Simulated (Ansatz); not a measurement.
**Zincblende HgSe, cell of 2 atoms**

Wanted: energy, pressure and frontier levels of the defect-free cell (PBEsol, HSE06 and r²SCAN).

Program: Ansatz 0.2.0, PAW, plane waves. These are calculated values, not measurements.

## 1. Starting point

2 atoms (1 Hg, 1 Se); a = 4.338 Å, b = 4.338 Å, c = 4.338 Å, α = 60.00°, β = 60.00°, γ = 60.00°.

Steps to follow: (2) PBEsol single point at a 7×7×7 mesh, on 1 × NVIDIA GB200 with 8 threads of Arm Neoverse-V2; (3) HSE06 single point at a 7×7×7 mesh, on 1 × NVIDIA GB200 with 8 threads of Arm Neoverse-V2; (4) r²SCAN single point at a 7×7×7 mesh, on 1 × NVIDIA GB200 with 8 threads of Arm Neoverse-V2.

## 2. PBEsol on the given atoms

in.yaml

```yaml
crystal:
  lattice:
    - [0.000000, 3.067114, 3.067114]
    - [3.067114, 0.000000, 3.067114]
    - [3.067114, 3.067114, 0.000000]
  atoms:
    - { symbol: Hg, position: [0.000000, 0.000000, 0.000000] }
    - { symbol: Se, position: [0.250000, 0.250000, 0.250000] }
kpoints:
  mp_grid: { grid: [7, 7, 7] }
  band_path: { path: [VBM, CBM], npoints: 2 }
hamiltonian:
  xc: pbesol
scf:
  occupations: { method: fermi_dirac, width: 0.01 }
output:
  forces: true
  eigenvalues: true
  stress: true
  populations: true
```

Command:

```console
$ ansatz run in.yaml --threads 8 --pin off --max-ram 118750MiB --runs-dir r --events-out ev --progress --plain --backend cuda --devices 0, --max-vram 170GiB
```

## 3. HSE06 single point

Edit in.yaml of step 2 so:

```diff
@@ -12,3 +12,3 @@
 hamiltonian:
-  xc: pbesol
+  xc: hse06
 scf:
@@ -18,3 +18,2 @@
   eigenvalues: true
-  stress: true
   populations: true
```

## 4. r²SCAN single point

Edit in.yaml of step 3 so:

```diff
@@ -12,3 +12,3 @@
 hamiltonian:
-  xc: hse06
+  xc: r2scan
 scf:
```

Before running it: what results should come out? Wanted: for each run, gap over the zone; energy; pressure.

As calculated:

```
 level         time  gap over the zone (eV)  energy (eV/atom)  pressure (GPa)
PBEsol  2.1 s (GPU)                    0.00        -9546.3134           -0.01
 HSE06   31 s (GPU)                    0.00        -9643.9013               -
r²SCAN  2.5 s (GPU)                    0.00        -9653.2256               -
```

**In words.** No level run gives a gap: levels at the Fermi energy are partly filled. The price of HSE06 is about 15 times the time of PBEsol here.
